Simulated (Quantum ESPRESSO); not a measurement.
WC:

```
CELL_PARAMETERS angstrom
0.00000 2.30211 2.30211
2.30211 0.00000 2.30211
2.30211 2.30211 0.00000
ATOMIC_POSITIONS crystal
W 0.00000 0.00000 0.00000
C 0.75000 0.75000 0.75000
```

The cell was built by a generator and needn't be a form met in nature.

| Quantity | Value |
| --- | --- |
| Program | Quantum ESPRESSO 7.5 |
| Task | phonons |
| Functional | PBE |
| Potentials or basis | SG15 PBE 1.2 |
| Cutoff | 1197 eV |
| Density cutoff | 4789 eV |
| k mesh | 8 × 8 × 8 |
| Occupations | cold, width 0.2 eV |
| Spin | no spin polarisation |
| Mixing beta | 0.5 |
| Most SCF iterations | 120 |
| SCF threshold | 4e-10 Ry |

What is the highest optical frequency at the zone centre?

669 cm⁻¹, a mode of symmetry T2 (IR and Raman).

Optical modes at Γ, degenerate ones joined:
| cm⁻¹ | components | symmetry | active in |
| --- | --- | --- | --- |
| 669 | 3 | T2 | IR and Raman |

Caveat: the mesh is thin for the phonons of a metal; the cell is more than 3 GPa from zero pressure, which shifts response properties.
